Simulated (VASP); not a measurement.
Here is a VASP 6.6.1 calculation.

Contents of INCAR:

```
ALGO = Normal ; EDIFF = 1E-6
EDIFFG = -0.01 ; ENCUT = 600
GGA = PE ; IBRION = 2
ISIF = 3 ; ISMEAR = 0
IVDW = 12 ; KPAR = 2
LASPH = True ; LCHARG = False
LREAL = False ; LWAVE = False
NELM = 80 ; NSW = 90
PREC = Accurate ; SIGMA = 0.03
```

File KPOINTS:

```
k-points
0
Gamma
  12 12 3
```

File POSCAR:

```
WS2
1.0
    3.1800000000      0.0000000000      0.0000000000
   -1.5900000000      2.7539607800      0.0000000000
    0.0000000000      0.0000000000     12.5000000000
W S
2 4
Direct
    0.3333333300      0.6666666700      0.2500000000
    0.6666666700      0.3333333300      0.7500000000
    0.3333333300      0.6666666700      0.6250000000
    0.6666666700      0.3333333300      0.1250000000
    0.3333333300      0.6666666700      0.8750000000
    0.6666666700      0.3333333300      0.3750000000
```

Potentials or basis: VASP PAW PBE potentials, release 64 (W_sv, S).

Run with:

```console
$ cat potpaw_PBE.64/W_sv/POTCAR potpaw_PBE.64/S/POTCAR > POTCAR
$ mpirun -np 2 vasp_std > vasp.out
```

Problem. What does it give for the relaxed cell?

Solution. a = 3.155 Å, b = 3.155 Å, c = 12.141 Å, α = 90.00°, β = 90.00°, γ = 120.00°.

Problem. What does it give for the relaxed volume?

Solution. 17.45 Å³/atom.

Problem. What does it give for the space group after relaxing (to 0.05 Å)?

Solution. P6_3/mmc (No. 194).

Problem. Estimate the band gap on the k mesh.

Solution. 0.91 eV, indirect (least direct gap 1.83 eV).

Step by step:
| step | energy change (eV) | largest force (eV/Å) | pressure (GPa) | volume (Å³) |
| --- | --- | --- | --- | --- |
| 1 | 0.0000 | 0.1376 | -1.52 | 109.47 |
| 2 | -0.0075 | 0.3287 | 1.82 | 106.74 |
| 3 | -0.0119 | 0.2556 | 0.51 | 107.76 |
| 4 | -0.0146 | 0.0716 | -0.68 | 107.53 |
| 5 | -0.0164 | 0.0531 | -0.22 | 107.62 |
| 6 | -0.0201 | 0.0478 | -0.21 | 107.24 |
| 7 | -0.0288 | 0.0341 | -0.15 | 106.08 |
| 8 | -0.0309 | 0.0028 | 0.17 | 103.77 |
| 9 | -0.0329 | 0.0242 | 0.02 | 104.82 |
| 10 | -0.0329 | 0.0218 | 0.03 | 104.68 |
| 11 | -0.0325 | 0.0729 | -0.38 | 104.65 |
| 12 | -0.0330 | 0.0017 | -0.07 | 104.67 |

Caveat: spin-orbit coupling is left out, which moves the levels of the heavy elements; an odd mesh through Γ misses points on the zone boundary, where band edges often lie.
